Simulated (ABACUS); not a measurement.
The system is TiO2.

```xyz
6
Lattice="4.5998 0.0000 0.0000 0.0000 4.5998 0.0000 0.0000 0.0000 2.9592" Properties=species:S:1:pos:R:3 pbc="T T T"
Ti    0.0000    0.0000    1.4796
Ti    2.2999    2.2999    0.0000
O     1.3998    1.3998    1.4796
O     0.9001    3.6997    0.0000
O     3.6997    0.9001    0.0000
O     3.2000    3.2000    1.4796
```

The cell is a database's computed one.

| Quantity | Value |
| --- | --- |
| Program | ABACUS 3.10.1 |
| Task | single point |
| Functional | PBEsol |
| Potentials or basis | PseudoDojo NC SR 0.4.1 PBEsol standard |
| Cutoff | 1143 eV |
| Density cutoff | 4572 eV |
| Basis | plane waves |
| k mesh | 6 × 6 × 9 |
| Occupations | fermi-dirac, width 0.05 eV |
| Spin | no spin polarisation |

On this cell: pressure -3.3 GPa; largest force 0.084 eV/Å; band gap on the k mesh 1.85 eV, direct.

The same run follows on a disturbed copy (atoms moved at random, drawn with an rms of 0.05 Å):

```
Ti O
1.0
     4.59984    0.00000    0.00000
     0.00000    4.59984    0.00000
     0.00000    0.00000    2.95921
Ti O
2 4
Direct
  0.99285 0.00757 0.49742
  0.49187 0.51062 0.99653
  0.30654 0.30354 0.49639
  0.18927 0.80785 0.00486
  0.79551 0.19416 0.00703
  0.69910 0.70567 0.50990
```

Problem. What does the disturbed cell give?

Solution. The energy moves by +6.1 meV/atom; pressure -3.5 GPa; largest force 0.895 eV/Å; band gap on the k mesh 1.78 eV, indirect (least direct gap 1.80 eV).

Forces on the atoms (eV/Å):
```
Ti  -0.052  0.085  0.000
Ti   0.042 -0.089 -0.036
O    0.118  0.509  0.250
O    0.296 -0.171  0.003
O    0.208  0.306 -0.079
O   -0.611 -0.640 -0.139
```

Stress tensor (GPa, compression positive):
```
-2.74  0.15 -0.28
 0.15 -2.89 -0.52
-0.28 -0.52 -4.72
```

Caveats: there are fewer bands than atomic start orbitals, so a level may be missed at k points of high symmetry; an odd mesh through Γ misses points on the zone boundary, where band edges often lie.
